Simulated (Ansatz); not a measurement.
# HfO2: the band gap up the ladder of functionals

One table from this session's results is given with a row withheld; the runs are named, their logs left out.

Program: Ansatz 0.2.0. PAW datasets, plane waves. All values are calculated for a non-magnetic cell, which may be hypothetical.

**Starting point**

The cell was relaxed beforehand with r2SCAN.

It is tetragonal, I4_1/amd (No. 141); a = 3.993 Å, c = 10.545 Å in the conventional setting, 14.01 Å³ an atom. Hf has 6 O at 2.06–2.13 Å; O has 3 Hf at 2.06–2.13 Å.

As a file:

```
CELL_PARAMETERS angstrom
-1.99647 1.99647 5.27249
1.99647 -1.99647 5.27249
1.99647 1.99647 -5.27249
ATOMIC_POSITIONS crystal
Hf 0.00000 0.00000 0.00000
Hf 0.75000 0.25000 0.50000
O 0.95211 0.45211 0.50000
O 0.20211 0.20211 0.00000
O 0.54789 0.04789 0.50000
O 0.79789 0.79789 0.00000
```

The first run:

Contents of input.yaml:

```yaml
crystal:
  lattice:
    - [-1.9964675698, 1.9964675698, 5.2724887891]
    - [1.9964675698, -1.9964675698, 5.2724887891]
    - [1.9964675698, 1.9964675698, -5.2724887891]
  atoms:
    - { symbol: Hf, position: [0.0, 0.0, 0.0] }
    - { symbol: Hf, position: [0.75, 0.25, 0.5] }
    - { symbol: O, position: [0.9521122371, 0.4521122371, 0.5] }
    - { symbol: O, position: [0.2021122371, 0.2021122371, 0.0] }
    - { symbol: O, position: [0.5478877629, 0.0478877629, 0.5] }
    - { symbol: O, position: [0.7978877629, 0.7978877629, 0.0] }
kpoints:
  mp_grid: { grid: [10, 10, 10] }
  band_path:
    path:
      - [[0.0, 0.0, 0.0], [1.523789438323e-17, 1.256679028597e-17, 0.5], [0.25, 0.25, 0.25], [6.87677621393e-17, 0.5, 1.911230782114e-18], [0.0, 0.0, 0.0], [0.5, 0.5, -0.5], [0.2858453808252, 0.7141546191748, -0.2858453808252]]
      - [[-0.2858453808252, 0.2858453808252, 0.2858453808252], [0.0, 0.0, 0.0]]
      - [[1.523789438323e-17, 1.256679028597e-17, 0.5], [-0.07169076165047, 0.07169076165047, 0.5]]
      - [[0.5, 0.5, -0.07169076165047], [0.5, 0.5, -0.5]]
    npoints: 10
hamiltonian:
  xc: pbe
scf:
  occupations: { method: fermi_dirac, width: 0.02 }
  n_extra_bands: 5
output:
  forces: true
  stress: true
  eigenvalues: true
```

Command:

```console
$ ansatz run input.yaml --threads 2 --pin off --max-ram 18432MiB --backend cpu --events-out ev --progress --plain --runs-dir out
```

Steps of the session up to this table: Band structure with PBE; r2SCAN at the same geometry; Single point with HSE06; PBE+SOC at the same geometry; Single point with PBE0.

One table of the session follows, with a row left open; its other results are not shown here.

```
  level  gap (eV)
    PBE      4.46
 r2SCAN         ?
  HSE06      6.13
PBE+SOC      4.46
   PBE0      6.88
```

**Question.** Estimate the row for r2SCAN.

**Answer.** gap (eV): 5.02. In the column «gap (eV)» it lies between PBE+SOC (4.46) and HSE06 (6.13).

Meshes: PBE 10×10×10, r2SCAN 10×10×10, HSE06 6×6×6, PBE+SOC 10×10×10, PBE0 6×6×6

In words: The gap runs from 4.46 eV (PBE+SOC) to 6.88 eV (PBE0). PBE reaches 73 % of the HSE06 value, and r2SCAN 82 %. PBE0 lies 0.76 eV above HSE06, which differs from it by screening the long-range exchange.

To keep in mind: Warnings in the runs' records: stress scf threshold loose, stress exchange threshold loose.
